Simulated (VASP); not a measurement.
# CdS in VASP: how settings move the PBE single point

The PBE single point of rocksalt CdS, under +5.2 % equal strain in all directions is repeated with altered inputs. Which of them can be trusted? This is a trial cell built on a prototype, not taken from a measured structure, and it needn't be the compound's ground state.

Program: VASP 6.6.1. PAW datasets, plane waves. The structure was generated, not taken from experiment, and needn't be the ground state; spin polarisation is off (in the reference).

### 1 The structure to begin with

The cell comes from an earlier relaxation with r2SCAN in another program. Some of the altered inputs switch spin polarisation on.

Space group Fm-3m (No. 225), cubic; a = 5.740 Å in the conventional setting, 23.64 Å³ an atom. Around Cd lie 6 S at 2.87 Å; around S lie 6 Cd at 2.87 Å.

The structure in full:

```
CELL_PARAMETERS angstrom
0.00000 2.86993 2.86993
2.86993 0.00000 2.86993
2.86993 2.86993 0.00000
ATOMIC_POSITIONS crystal
Cd 0.00000 0.00000 0.00000
S 0.50000 0.50000 0.50000
```

### 2 Reference

File INCAR:

```
ENCUT = 520.000000
SIGMA = 0.020000
EDIFF = 1.00e-07
GGA = PE
PREC = Accurate
IBRION = -1
ISIF = 2
ISMEAR = -1
NBANDS = 16
NELM = 120
NSW = 0
LASPH = .TRUE.
LCHARG = .TRUE.
LELF = .TRUE.
LWAVE = .FALSE.
LREAL = .FALSE.
```

File KPOINTS:

```
KPOINTS created by Atomic Simulation Environment
0
Gamma
8 8 8
0 0 0
```

File POSCAR:

```
Cd S
 1.0000000000000000
     0.0000000000000000    2.8699323128000001    2.8699323128000001
     2.8699323128000001    0.0000000000000000    2.8699323128000001
     2.8699323128000001    2.8699323128000001    0.0000000000000000
 Cd  S
   1   1
Cartesian
  0.0000000000000000  0.0000000000000000  0.0000000000000000
  2.8699323128000001  2.8699323128000001  2.8699323128000001
```

A file KPOINTS_OPT adds named points for the levels; it doesn't enter the self-consistent loop.

Potentials: the recommended PBE PAW datasets, 18 valence electrons.

The run is started by

```bash
> mpirun -np 1 vasp_std
```

### 3 Altered input 1

File INCAR:

```
ENCUT = 520.000000
SIGMA = 0.020000
EDIFF = 1.00e-07
GGA = PE
IBRION = -1
ISIF = 2
ISMEAR = -1
NBANDS = 16
NELM = 120
NSW = 0
LASPH = .TRUE.
LCHARG = .FALSE.
LWAVE = .FALSE.
LREAL = .FALSE.
PREC = Medium
```

KPOINTS is that of step 2.

POSCAR is that of step 2.

### 4 Altered input 2

File INCAR:

```
ENCUT = 520.000000
SIGMA = 0.020000
EDIFF = 1.00e-07
PREC = Accurate
IBRION = -1
ISIF = 2
ISMEAR = -1
NBANDS = 16
NSW = 0
LCHARG = .FALSE.
LWAVE = .FALSE.
LREAL = .FALSE.
LDAU = .TRUE.
LDAUTYPE = 2
LDAUL = 2 -1
LDAUU = 2.0 0
LDAUJ = 0 0
LMAXMIX = 4
GGA = 91
LASPH = .FALSE.
NELM = 87
```

KPOINTS is that of step 2.

POSCAR is that of step 2.

### 5 Altered input 3

File INCAR:

```
ENCUT = 520.000000
SIGMA = 0.020000
EDIFF = 1.00e-07
PREC = Accurate
IBRION = -1
ISIF = 2
ISMEAR = -1
NBANDS = 16
NSW = 0
LASPH = .TRUE.
LCHARG = .FALSE.
LWAVE = .FALSE.
LREAL = .FALSE.
METAGGA = MBJ
NELMDL = -12
ISPIN = 2
MAGMOM = 0.5 0.5
NELM = 88
```

KPOINTS is that of step 2.

POSCAR is that of step 2.

**Question.** What will these runs give? Wanted: for each run, changed; ending; energy change; pressure; electronic steps; usable.

The runs gave:

| run | changed | ending | energy change (meV/atom) | pressure (GPa) | gap on the mesh (eV; negative: overlap) | electronic steps | time | usable |
| --- | --- | --- | --- | --- | --- | --- | --- | --- |
| ref. | – | converged | 0 | -6.7 | 0.21 | 13 | 11 s | yes |
| 1 | PREC = Medium | converged | -0.3 | -6.7 | 0.21 | 13 | 4.4 s | yes |
| 2 | LDAU = .TRUE., LDAUTYPE = 2, LDAUL = 2 -1, LDAUU = 2.0 0, LDAUJ = 0 0, LMAXMIX = 4, GGA = 91, LASPH = .FALSE., NELM = 87 | converged | – | -7.0 | 0.29 | 13 | 9.2 s | yes |
| 3 | METAGGA = MBJ, NELMDL = -12, ISPIN = 2, MAGMOM = 0.5 0.5, NELM = 88 | converged | – | – | – | 74 | 2.1 min | yes |

Of 3 altered inputs, 3 gave usable results. «PREC = Medium» moves the energy by -0.3 meV/atom.
